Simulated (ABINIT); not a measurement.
Runs of ABINIT 10.8.3 (patched build) on PbSe (Clausthalite). The structure is cubic, space group Fm-3m (No. 225). Conventional cell: a = 6.121 Å, b = 6.121 Å, c = 6.121 Å, α = 90.00°, β = 90.00°, γ = 90.00°. Pb (site symmetry m-3m) has 6 Se at 3.06 Å as nearest neighbours. Around Se (site symmetry m-3m) lie 6 Pb at 3.06 Å. 

```tsv
task	level	potentials or basis	k mesh	cutoff (eV)	fine-grid cutoff	gap on the mesh (eV)	pressure (GPa)
single point	PBEsol	JTH PAW PBE v2.0	6 × 6 × 6	463	925.187 eV	(b)	-
band structure	OLYP	JTH PAW PBE v2.0 sp	8 × 8 × 8	408	816.342 eV	0.63	3.4
band structure	LDA-PZ	JTH PAW LDA v2.0	8 × 8 × 8	463	925.187 eV	0.18	-
band structure	RPBE	JTH PAW PBE v2.0	8 × 8 × 8	463	925.187 eV	0.36	-
band structure	RPBE	JTH PAW PBE v2.0 sp	8 × 8 × 8	408	816.342 eV	0.40	(c)
single point	r2SCAN	JTH PAW PBE v2.0	6 × 6 × 6	544	1088.46 eV	0.57	-
band structure	PBE	JTH PAW PBE v2.0	8 × 8 × 8	463	925.187 eV	0.29	-
single point	PBE	JTH PAW PBE v2.0	10 × 10 × 10	463	925.187 eV	0.28	-
band structure	BP86	JTH PAW PBE v2.0 sp	8 × 8 × 8	408	816.342 eV	(a)	2.8
```

Alike in all rows: no spin polarisation; cell as given; smearing fermi-dirac 0.05 eV.

Question: Fill in the values left out.

Answer: (a) 0.33; (b) 0.20; (c) 4.2.

Caveats: spin-orbit coupling is left out, which as a rule narrows the gap of such compounds by several tenths of an eV; the PAW data sets were made with another functional, which shifts forces and pressure a little (some runs); this set keeps more shells in the core, which shifts pressures and gaps (some runs).

A k mesh can miss the band edges, and the runs leave out spin-orbit coupling on Pb, Se.

The runs don't all hold the same shells in valence.
